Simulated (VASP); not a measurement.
Here is a VASP 6.6.1 calculation.

File INCAR:

```
PREC = Accurate
ENCUT = 520
EDIFF = 1E-7
ISMEAR = -1
SIGMA = 0.05
LREAL = False
LASPH = True
NELM = 100
ALGO = Normal
ISIF = 2
LWAVE = False
LCHARG = False
GGA = PS
NBANDS = 21
```

The input KPOINTS:

```
Automatic mesh
0
Gamma
  8 8 8
```

POSCAR

```
Ge
1.0
    0.0000000000      2.8289100000      2.8289100000
    2.8289100000      0.0000000000      2.8289100000
    2.8289100000      2.8289100000      0.0000000000
Ge
2
Direct
    0.7609660000      0.7332560000      0.7533390000
    0.4934450000      0.4893950000      0.5101500000
```

Potentials or basis: VASP PAW PBE potentials, release 64 (Ge_d).

The run is started by

```sh
$ cat potpaw_PBE.64/Ge_d/POTCAR > POTCAR
$ mpirun -np 1 vasp_std > vasp.out
```

Problem. Predict the pressure.

Solution. 0.7 GPa.

Problem. Estimate the largest force.

Solution. 0.685 eV/Å.

Problem. Estimate the band gap on the k mesh.

Solution. None (metal or under the smearing width).

Stress tensor (GPa, compression positive):
```
 0.68 -1.07 -1.02
-1.07  0.70  1.21
-1.02  1.21  0.69
```

Caveat: the PAW data sets were made with another functional, which shifts forces and pressure a little.
